Compress a solid and its energy follows a smooth curve with a single minimum; the pressure is minus the slope of that curve. A list of tantalum nitride cells ordered by volume, each with an energy and a pressure, therefore looks like an equation of state waiting to be fitted. The numbers below come from density-functional theory with the PBE functional. The energy is counted from spherical, unpolarised atoms, so it isn't a cohesive energy, but that zero drops out of every difference used here.

TaN (space group P-62m, 6 atoms per cell) at fixed fractional positions, computed with Ansatz 0.2.0: all-electron LAPW, PBE, scalar-relativistic, no spin polarisation. The k mesh is 6×6×9, the Fermi–Dirac smearing 0.01 eV and the basis error target 1 meV/atom. Pressure is positive in compression; energies are free energies less those of spherical, unpolarised atoms.

```
volume (Å³/atom)     c/a  shortest distance (Å)  pressure (GPa)  energy less free atoms (eV/atom)
          10.663  0.5602                  2.000          28.273                           -10.154
          10.895  0.5717                  2.000          19.356                           -10.184
          11.118  0.5659                  2.021          11.820                           -10.209
          11.230  0.5602                  2.034           8.391                           -10.217
          11.344  0.5602                  2.041           4.996                           -10.222
          11.457  0.5602                  2.048           1.772                           -10.224
          11.571  0.5714                  2.041          -1.428                           -10.220
          11.798  0.5602                  2.068          -6.958                           -10.219
          12.024  0.5602                  2.081         -12.068                           -10.205
```

The expectation breaks down near the minimum. Between the rows at 11.457 and 11.571 Å³/atom the printed pressures average 0.17 GPa, which means that the energy should fall by about 0.1 meV/atom. Instead it rises by 4 meV/atom. Read as a slope, that rise corresponds to a pressure of −5.6 GPa.

The next step errs the other way. From 11.571 to 11.798 Å³/atom the energies give −0.7 GPa, while the printed pressures average −4.2 GPa. Energies rounded to 1 meV can falsify such slopes by at most 1.4 GPa, so rounding doesn't explain either contradiction. Two neighbouring steps that are wrong in opposite directions point to the row they share: its energy lies too high for the curve.

The column c/a, the ratio of the two edges of the hexagonal cell, gives the reason. Six rows have the value 0.5602 and are uniformly scaled copies of one cell. The row at 11.571 has 0.5714, because its c axis was stretched by 2 % while the a axis stayed as it was. The rows at 10.895 and 11.118 were squeezed along a only, so their c/a is larger too. What fails is the assumption that energy depends on volume alone: these nine cells differ in volume and in shape.

A change of shape costs energy even when the volume is kept. Some contacts between atoms are stretched and others compressed, and near the best shape the gains and losses cancel to first order. What remains grows with the square of the distortion. The uniform cells are close to their best shape: letting c/a relax would gain each of them less than 0.1 meV/atom, by an estimate from their stresses. They can therefore serve as a common curve, and the strained rows should lie above it.

The stresses of the same calculations allow that height to be estimated. Let V be the volume per atom, d the natural logarithm of c/a divided by its uniform value, and D the stress along a less the stress along c, with compression counted positive. At fixed volume, a small increase of d lengthens c by two thirds of that amount and shortens a by one third. The work done on the cell is then

dE = (2/3) V D dd

If D changes in proportion to d, the energy of the distortion is

E = (V/3) (D_start + D_end) d

For the row at 11.571 Å³/atom, d is ln(0.5714/0.5602) = 0.0198. The stress difference ends at 9.44 GPa. It starts at about 0.45 GPa, read for this volume from a straight line through the stress differences of the uniform rows. This gives

E = 11.571 × (0.45 + 9.44) × 0.0198 / 3 = 0.755 GPa Å³

Since 1 eV/Å³ is 160.2 GPa, the result is 4.7 meV/atom.

To see how high the row really lies, a Birch–Murnaghan curve was fitted by least squares to the pressures of the six uniform rows and integrated to an energy curve. Its height was set by the energies of the same six rows, so the strained rows had no part in it. The row at 11.571 lies 4.5 meV/atom above this curve, which agrees with the estimate within the rounding of the energies. The row at 11.118, with half the distortion, lies only 1.1 meV/atom above it, where the stresses give 1.0. Half the distortion costs about a quarter of the energy, as the argument requires.

This agreement identifies the cause as the shape of the cell, but it doesn't test the accuracy of the elastic stiffness. Energy and stress come from the same calculation and would share an error of the functional. The estimated basis error is 0.44 meV/atom in the strained row at 10.895 and 0.43 meV/atom in the uniform row at 11.798, so it should largely cancel. The mesh of k points, which matters in a metal such as this, was not varied. Spin-orbit coupling on tantalum is missing throughout, and its influence on these small energies is unknown.

The failure is easy to overlook because the pressure column looks healthy. The pressures of the strained rows lie only 0.10 to 0.15 GPa below the curve of the uniform rows. Pressure is the average of the three normal stresses, and a change of shape raises some of them while it lowers others. In the row at 11.571 the stress is 1.7 GPa of compression along each a direction and 7.7 GPa of tension along c. The average is the unremarkable −1.4 GPa in the table, a tension, although the cell pushes outwards along a.

There is a deeper reason why the average stays near the curve. Pressure measures how the energy changes with volume at fixed shape, so a distortion energy that were the same at every volume would leave no trace in it. Here that energy is nearly the same in the two rows with 2 % strain, 4.2 and 4.7 meV/atom by the stress estimate. The slight increase with volume suggests a shift of roughly −0.2 GPa, which has the sign and size of what is found. With only two volumes to define the slope, this is a rough estimate. The source of the shift can be seen in the uniform rows, where D climbs from −1.4 GPa in the smallest cell to 1.2 GPa in the largest: a longer c axis becomes costlier as the volume grows. This part of the shift is proportional to the distortion. A smaller part goes with the square and acts the other way, because the cell resists a change of shape less as it expands: 2 % of strain raises D by about 11 GPa at 10.895 Å³/atom but by only 9 GPa at 11.571. At half the distortion the opposing part shrinks to a quarter, so more than half of the shift should remain, as it does.

The best values of a routine fit would not sound the alarm either. To find its bias, a cubic polynomial in volume was fitted to the energy excess of the three strained rows, with the six uniform rows set to zero. Such a fit to all nine energies would move the equilibrium volume by only 0.01 Å³/atom and lower the bulk modulus, taken at the unshifted volume, by about 2 GPa from 310 GPa. These shifts belong to this particular set of volumes; other strained points could do more harm. The misfit is the better witness, since the polynomial leaves 3.5 of the 4.5 meV/atom at 11.571 unexplained. It also shows in the standard error of the fit, which amounts to about 30 GPa in the bulk modulus.

To catch the failure, compare each energy step with the average pressure of its two end points before any curve is fitted. Where they disagree by more than rounding allows, look at c/a and at the separate stresses. Neighbouring cells with the same distortion pass this test, so c/a deserves a look in any case. Here the cells of one shape can stand for the equation of state, because their stresses stay nearly equal along a and c. A crystal that yields much more along one axis needs its shape relaxed at each volume. The strained cells belong in a calculation of elastic constants, where their extra energy is the wanted signal. For a similar cell of this compound with c/a changed by 1.5 %, the square law suggests an excess of about 2.5 meV/atom.

Even the six uniform rows leave one matter open. The nitrogen atoms were kept at fixed fractional positions, and the force on one of them runs from 0.31 eV/Å in the smallest cell to −0.19 eV/Å in the largest. Free to move, they would lower the energy at both ends of the curve and flatten it, so 310 GPa should be too stiff for a crystal whose atoms can follow the compression. The energy of distortion is touched unevenly. In the row at 11.571 the force is only 0.05 eV/Å, so its excess should hardly change. At 10.895 the force reaches 0.36 eV/Å, against roughly 0.2 eV/Å in a uniform cell of that volume, by interpolation. Relaxation should therefore lower the strained cell more than the curve and take up part of the excess. Relaxing them in each cell would give the size of both effects.
